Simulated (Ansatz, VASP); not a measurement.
## GaCo: VASP beside Ansatz

```
CELL_PARAMETERS angstrom
2.88176 0.00000 0.00000
0.00000 2.88176 0.00000
0.00000 0.00000 2.88176
ATOMIC_POSITIONS crystal
Ga 0.50000 0.50000 0.50000
Co 0.00000 0.00000 0.00000
```

Alike in both runs: functional PBE; k mesh 14 × 14 × 14; occupations gaussian, width 0.1 eV; collinear spin.

Ansatz relaxed the structure, and its values are those at the end. VASP's run is a single point on that final structure, the one shown.

|  | VASP | Ansatz |
| --- | --- | --- |
| version | VASP 6.6.1 | Ansatz 0.2.0 |
| potentials or method | VASP PAW PBE potentials, release 64 (Ga_d, Co) | scalar-relativistic, plane waves, PAW |
| plane-wave cutoff (eV) | 520 | 420 |
| valence electrons in the cell | 22 | 30 |

Ansatz gave:

* gap on the k mesh at the Fermi level (eV): none
* pressure (GPa): 0.0
* net moment per atom (μB): 0.04
* size of the moment on the site where the two differ most (μB): 0.09

What did VASP give for the same quantities?

gap on the k mesh at the Fermi level (eV): none; pressure (GPa): 0.2; net moment per atom (μB): 0.03; size of the moment on the site where the two differ most (μB): 0.07.

Site moments also hang on the region over which each program counts them. A gap of «none» marks a metal or a gap that the smearing closes. The two sets of potentials don't hold the same shells in valence.
